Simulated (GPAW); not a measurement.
Runs of GPAW 26.7.0 on Mg2ZnO3. Symmetry: P-3m1, No. 164, trigonal system. The conventional cell has a = 3.033 Å, b = 3.033 Å, c = 7.403 Å, α = 90.00°, β = 90.00°, γ = 120.00°. Around Zn (site symmetry -3m) lie 6 O at 2.17 Å. Mg (site symmetry 3m) is surrounded by 6 O at 2.12 to 2.14 Å. Around O (site symmetry -3m) lie 6 Mg at 2.14 Å. Around O (site symmetry 3m) lie 3 Mg at 2.12 Å and 3 Zn at 2.17 Å. The cell comes from a database or a generator and needn't be the stable form of this composition.

```csv
task,level,potentials or basis,k mesh,band path,band points,gap on the mesh (eV),pressure (GPa),largest force (eV/Å)
band structure,PBEsol,"PAW data sets generated in the run's folder for this functional, pw",7 × 7 × 3,"GMKGALHA,LM,KH",60,2.83,-5.5,0.21
band structure,LDA,"the program's PAW data sets (release 1.2.1) made for this functional, pw",7 × 7 × 3,"GMKGALHA,LM,KH",60,(a),(b),0.28
single point,PBEsol,"PAW data sets generated in the run's folder for this functional, pw",10 × 10 × 4,-,-,2.81,-5.5,0.21
band structure,r2SCAN,"GPAW PAW data sets (gpaw-data 1.2.1), pw",7 × 7 × 3,"GMKGALHA,LM,KH",60,3.63,-6.1,(c)
```

Alike in all rows: no spin polarisation; cell as given; cutoff (eV) 800; smearing fermi-dirac 0.05 eV.

**Question.** Fill in the values left out.

**Answer.** (a) 2.85; (b) -12.0; (c) 0.17.

Caveats: the PAW data sets were made with another functional, which shifts forces and pressure a little (some runs).

A k mesh can miss the band edges.

Not every run made on this cell is shown here.
